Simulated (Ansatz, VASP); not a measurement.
**One calculation of Ta, two programs**

```
Ta
1.0
    -1.68367    1.68367    1.68367
     1.68367   -1.68367    1.68367
     1.68367    1.68367   -1.68367
Ta
1
Cartesian
  0.0000 0.0000 0.0000
```

Change from the starting cell: volume scaled by 1.06, crystal datasets.

Alike in both runs: task electric field gradients; functional PBE; k mesh 17 × 17 × 17; occupations fermi-dirac, width 0.08 eV; no spin polarisation.

```csv
,VASP,Ansatz
version,VASP 6.6.1,Ansatz 0.2.0
potentials or method,"VASP PAW PBE potentials, release 64 (Ta_pv), cutoff 520 eV","all-electron PAW with datasets made for the crystal, scalar-relativistic"
```

VASP gave:

* pressure (GPa): -7.6
* Vzz of the field gradient on the site that differs most (V/Å²): 0.0

Problem. Which values does Ansatz return?

Solution. Pressure (GPa): -7.7; Vzz of the field gradient on the site that differs most (V/Å²): 0.0.

Ansatz ran all-electron here, so the differences hold the error of VASP's frozen core and of both bases. Ansatz warned: «gradients_without_spin_orbit».

The runs have no spin-orbit coupling, so splittings on Ta are missing.
